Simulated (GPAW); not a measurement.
Runs of GPAW 26.7.0 on ZnF2. It takes space group P4_2/mnm (No. 136, tetragonal). The conventional cell has a = 4.705 Å, b = 4.705 Å, c = 3.134 Å, α = 90.00°, β = 90.00°, γ = 90.00°. Zn (site symmetry mmm) has 6 F at 2.01 to 2.05 Å as nearest neighbours. Around F (site symmetry m2m) lie 3 Zn at 2.01 to 2.05 Å. 

```tsv
task	level	potentials or basis	k mesh	band path	band points	gap on the mesh (eV)	pressure (GPa)	largest force (eV/Å)
band structure	PBE	GPAW PAW data sets (gpaw-data 1.2.1), pw	4 × 4 × 6	GXMGZRAZ,XR,MA	100	3.50	4.2	0.02
band structure	r2SCAN	GPAW PAW data sets (gpaw-data 1.2.1), pw	4 × 4 × 6	GXMGZRAZ,XR,MA	100	4.17	(a)	0.04
single point	PBE	GPAW PAW data sets (gpaw-data 1.2.1), pw	6 × 6 × 9	-	-	3.50	4.2	0.02
band structure	LDA	the program's PAW data sets (release 1.2.1) made for this functional, pw	4 × 4 × 6	GXMGZRAZ,XR,MA	100	3.27	(b)	0.11
```

Alike in all rows: no spin polarisation; cell as given; cutoff (eV) 800; smearing fermi-dirac 0.05 eV.

Q: Estimate the missing entries.

A: (a) -2.4; (b) -8.2.

Caveats: the PAW data sets were made with another functional, which shifts forces and pressure a little (some runs); an odd mesh through Γ misses points on the zone boundary, where band edges often lie (some runs).
